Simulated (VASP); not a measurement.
Here is a VASP 6.6.1 calculation.

Contents of INCAR:

```
SYSTEM = BeTe
  PREC = Accurate
  ENCUT = 600
  EDIFF = 1E-6
  ISMEAR = -1
  SIGMA = 0.05
  LREAL = .FALSE.
  LASPH = .TRUE.
  NELM = 100
  ALGO = Fast
  ISIF = 3
  LWAVE = .FALSE.
  LCHARG = .FALSE.
  GGA = BO
  LUSE_VDW = .TRUE.
  AGGAC = 0.0
  PARAM1 = 0.1833333333
  PARAM2 = 0.22
  IBRION = 2
  NSW = 40
  EDIFFG = -0.005
```

The input KPOINTS:

```
regular mesh
0
G
  8 8 8
  0 0 0
```

Contents of POSCAR:

```
BeTe
1.0
    0.0000000000      2.7700000000      2.7700000000
    2.7700000000      0.0000000000      2.7700000000
    2.7700000000      2.7700000000      0.0000000000
Te Be
1 1
Direct
    0.7500000000      0.7500000000      0.7500000000
    0.0000000000      0.0000000000      0.0000000000
```

Potentials or basis: VASP PAW PBE potentials, release 64 (Te, Be).

The run is started by

```console
$ cat potpaw_PBE.64/Te/POTCAR potpaw_PBE.64/Be/POTCAR > POTCAR
$ mpirun -np 1 vasp_std > vasp.out
```

Task: Predict the space group after relaxing (to 0.05 Å).

Result: F-43m (No. 216).

Task: What does it give for the relaxed volume?

Result: 22.79 Å³/atom.

The path:
| step | energy change (eV) | largest force (eV/Å) | pressure (GPa) | volume (Å³) |
| --- | --- | --- | --- | --- |
| 1 | 0.0000 | 0.0000 | 4.62 | 42.51 |
| 2 | -0.0395 | 0.0000 | -0.95 | 46.39 |
| 3 | -0.0419 | 0.0000 | 0.02 | 45.58 |

Caveat: the PAW data sets were made with another functional, which shifts forces and pressure a little. Zero-point motion and thermal expansion aren't in these numbers.
